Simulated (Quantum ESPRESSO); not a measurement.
Au: phonons at K under several settings

```
Au
1.0
     0.00000    2.03500    2.03500
     2.03500    0.00000    2.03500
     2.03500    2.03500    0.00000
Au
1
Direct
  0.00000 0.00000 0.00000
```

All runs used Quantum ESPRESSO 7.5; potentials PseudoDojo 0.4.1 SR PBE standard; k mesh 11 × 11 × 11; no spin polarisation; cutoff 1034 eV.

```tsv
level	geometry	occupations	volume (Å³/atom)	pressure (GPa)	frequencies (cm⁻¹)
RPBE	given cell, atoms relaxed	gaussian, width 0.2 eV	16.85	?	?
PBE+D2	relaxed cell	cold, width 0.136 eV	15.93	0.0	56 99 142
```

Question: What stands in the row left open?

Answer: Pressure 14.2 GPa; frequencies 73 109 137 cm⁻¹.

Caveats: the q point doesn't lie on the k mesh, which can shift a metal's frequencies strongly unless the mesh is converged; the potentials were made for another functional, which shifts forces and pressure (some runs); the cell is more than 3 GPa from zero pressure, which shifts response properties (some runs); pairwise dispersion overbinds metals, which lowers pressure and volume (some runs).

For the row left open. Caveat: the potentials were made for another functional, which shifts forces and pressure; the cell is more than 3 GPa from zero pressure, which shifts response properties; the q point doesn't lie on the k mesh, which can shift a metal's frequencies strongly unless the mesh is converged.
